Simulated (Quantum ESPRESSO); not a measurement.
Runs of Quantum ESPRESSO 7.5 on Re. It takes space group P6_3/mmc (No. 194, hexagonal). Conventional cell: a = 2.766 Å, b = 2.766 Å, c = 8.939 Å, α = 90.00°, β = 90.00°, γ = 120.00°. Re (site symmetry -6m2) has 12 Re at 2.75 to 2.77 Å as nearest neighbours. Re (site symmetry -3m) is surrounded by 12 Re at 2.75 to 2.77 Å. 

| task | level | potentials or basis | cell | k mesh | cutoff (eV) | SCF threshold | symmetry | form of the LDA correlation | mesh quality | gap on the mesh (eV) | pressure (GPa) | V0 of scaled cells (Å³/atom) | B0 (GPa) |
| --- | --- | --- | --- | --- | --- | --- | --- | --- | --- | --- | --- | --- | --- |
| single point | PBEsol | GBRV 1.5 PBEsol | atoms moved at random, drawn with an rms of 0.05 Å | 11 × 11 × 3 | 612 | 8e-10 Ry | - | - | not flagged | none | -6.7 | - | - |
| single point | PBEsol | GBRV 1.5 PBEsol | as given | 11 × 11 × 3 | 612 | 8e-10 Ry | - | - | not flagged | none | -6.8 | - | - |
| equation of state | r2SCAN | SG15 PBE 1.2 | as given | 4 × 4 × 1 | 952 | 1e-08 Ry | off | - | coarse | - | - | 14.66 | 384 |
| equation of state | LDA | GBRV 1.5 LDA | as given | 11 × 11 × 3 | 612 | 8e-10 Ry | - | PZ81 | not flagged | - | - | 14.34 | 405 |
| equation of state | PBEsol | GBRV 1.5 PBEsol | as given | 11 × 11 × 3 | 612 | 8e-10 Ry | - | - | not flagged | - | - | (a) | (b) |
| band structure | PBEsol | GBRV 1.5 PBEsol | as given | 11 × 11 × 3 | 612 | 8e-10 Ry | - | - | not flagged | none | -6.8 | - | - |

Alike in all rows: no spin polarisation; smearing fermi-dirac 0.05 eV.

**Question.** Estimate the missing entries.

**Answer.** (a) 14.55; (b) 391.

Caveats: some runs use coarse meshes; the cell was scaled at fixed shape and fractional positions, which overstates the stiffness of a crystal with free parameters, most of all of layers and chains (some runs); the potentials were made for another functional, which shifts forces and pressure (some runs); spin-orbit coupling is left out, which moves the levels of the heavy elements (some runs).

A k mesh can miss the band edges, and the runs leave out spin-orbit coupling on Re.

A gap of «none» marks a metal or a gap under the smearing width.
